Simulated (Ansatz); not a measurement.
Input file for Ansatz (a first-principles code):

Ansatz 0.2 input:
```yaml
crystal:
  lattice:
    - [0.0, 2.9286727817, 2.9286727817]
    - [2.9286727817, 0.0, 2.9286727817]
    - [2.9286727817, 2.9286727817, 0.0]
  atoms:
    - { symbol: Sr, position: [0.0, 0.0, 0.0] }
    - { symbol: F, position: [0.25, 0.25, 0.25] }
    - { symbol: F, position: [0.75, 0.75, 0.75] }
kpoints:
  mp_grid: { grid: [8, 8, 8] }
basis: { xc_grid: 2 }
hamiltonian:
  xc: pbe
  pseudopotentials: { kind: paw }
scf:
  occupations: { method: fixed }
checkpoint: { read: static.run }
output: { bader: true, populations: true }
```

Output (shortened):

```
Pseudopotentials: kind: paw
Pseudopotential: Sr, paw, valence charge 10
Pseudopotential: F, paw, valence charge 7
Functional definition: PBE
Crystal: 3 atoms, lattice volume = 50.239 Å³
Basis set: ecut = 420 eV, 941 PW (Γ), exchange–correlation on 60×60×60 points (8 copies of the dense FFT grid, shifted against one another)
Bands: 16, of which v1, the nominal top of the filled ones, is band 12 counted from 1 (11 counted from 0)
Symmetry: 48 space group operations
Space group: Fm-3m (ITA 225), of the structure as read, at distance tolerance 3.7e-5 Å
k-points: 29 of 512
Initial density: read from a saved state, or passed on in memory by an earlier SCF of this step, an earlier step, the calling program or the single point that …
Stability of the state it starts from, as read at its close in the unpolarized treatment …
Initial wavefunctions: pseudopotential atomic-orbital guess
Eigensolver: davidson
Functional: x = pbe(κ = 0.804, μ = 0.2195149727645171), c = pbe(β = 0.06672455060314922)
iter 1 solved again at ethr=1.85e-6 eV; its pass at ethr=3.10e-3 eV (dr2=4.44e-4 eV) is discarded
SCF iter   1: F=—  HF=-5167.202622 eV  |F-HF|=—  |Δ(HF+E_count)|=         —  Δρ=1.51e-6  dr2=7.73e-10  ethr=1.85e-6  ⟨swp⟩=2.9  Hψ=3901  notcnv=0  defer=52
all-band conjugate gradients solve this SCF's bands
preconditioner: auto → none
SCF iter   2: F=—  HF=-5167.202621 eV  |F-HF|=—  |Δ(HF+E_count)|=   4.70e-7  Δρ=1.28e-6  dr2=6.14e-10  ethr=3.22e-12  ⟨swp⟩=8.9  Hψ=2730  notcnv=0
SCF iter   3: F=-5167.202621 eV  HF=-5167.202621 eV  |F-HF|=5.64e-11  |Δ(HF+E_count)|=  1.67e-10  Δρ=5.50e-7  dr2=9.29e-11  ethr=2.56e-12  ⟨swp⟩=1.0  Hψ=1347  notcnv=0
SCF 1 converged in 3 iterations: F = -5167.202621 eV  dr2 = 9.29e-11
SCF converged after 3 iterations
Free energy (F): -5167.202621 eV
Harris-Foulkes:  -5167.202621 eV  (|F-HF|=5.64e-11)
Internal energy: -5167.202621 eV  (E = F + TS)
E sigma→0 (E₀):  -5167.202621 eV
Fermi energy:    2.851521 eV
--- Per-component energies (eV) ---
  E_band       = -151.221089
  E_kinetic    = 660.222393
  E_local      = -1826.742777  (includes V_loc(G=0)·N_el)
  E_nonlocal   = 348.901358
  E_hartree    = 604.175246
  E_xc         = -334.948173
  E_vxc        = -369.151057  (∫ρ·V_xc dr)
  E_paw        = -3095.671251  (= ΣΔE_a)
  E_vpaw       = -172.805650  (= ΣTr[D̂ρ^β])
  E_aug_tail   = 0.004141  (compensation charges beyond the density's cutoff)
  E_ewald      = -1523.143558
  E_smearing   =  0.000000  (= −TS)
  E_closure    =  0.000000  (closes the sum)
  Σ components = -5167.202621   (vs F -5167.202621, Δ=0.00e0)
  [band-id]    e_kinetic+e_local+e_nonlocal+2·e_hartree+e_vxc+e_vpaw+e_augmentation_tail = -151.221101   (vs E_band -151.221089, Δ=-1.12e-5)
--- Band table (eV; the first three rows and the last of 29) ---
  k-point 0: bands = ["-27.3751", "-16.4859", "-16.1008", "-9.2836", "-9.2836", "-9.2836", "1.2331", "1.2331", "1.2331", "2.7471", "2.7471", "2.7471", "9.6357", "12.8440", "12.8440", "15.1618"]
  k-point 1: bands = ["-27.3679", "-16.4996", "-16.1231", "-9.2943", "-9.2943", "-9.2717", "1.2967", "1.2967", "1.3644", "2.6045", "2.7020", "2.7020", "10.0112", "12.8478", "12.8478", "14.9849"]
  k-point 2: bands = ["-27.3505", "-16.5207", "-16.1899", "-9.3200", "-9.3200", "-9.2389", "1.4564", "1.4564", "1.6820", "2.3095", "2.5909", "2.5909", "10.9102", "12.8704", "12.8704", "14.5811"]
  k-point 28: bands = ["-27.3093", "-16.4574", "-16.4574", "-9.4688", "-9.2223", "-9.2223", "1.2510", "1.5712", "2.2407", "2.2407", "2.6496", "2.7844", "11.2777", "13.4864", "13.4864", "13.5124"]
  band table: 16 of 16 bands, residual norms ≤ 1.0e-3 eV
--- Löwdin populations: 3 sites ---
  site symbol       q [e]
     0     Sr      8.2410
     1      F      7.7834
     2      F      7.7834
  spilling = 0.008008 (of n_electrons = 24.000000)
--- Bader charges: 3 sites ---
  site symbol  charge [e]  shift [e]
     0     Sr      1.6963     0.0001
     1      F     -0.8482     0.0000
     2      F     -0.8482     0.0000
  shift: an alarm, by how much a part of what the PAW files miss would move the charge. Where it is large, compare
  with a run on PAW files of another source; a small one proves nothing
  estimated error of the sums over rays = 4.1e-5 e
```

Cost: about 12 core-seconds (a rough figure) on shared cores.

The cell was relaxed with PBE under the symmetry of its start; phonons on a q-mesh show no instability. Scalar-relativistic: spin–orbit coupling is off unless named, which matters more the heavier the elements.

Potentials: the later of the program's two PAW sets.

Ansatz is a plane-wave DFT program.
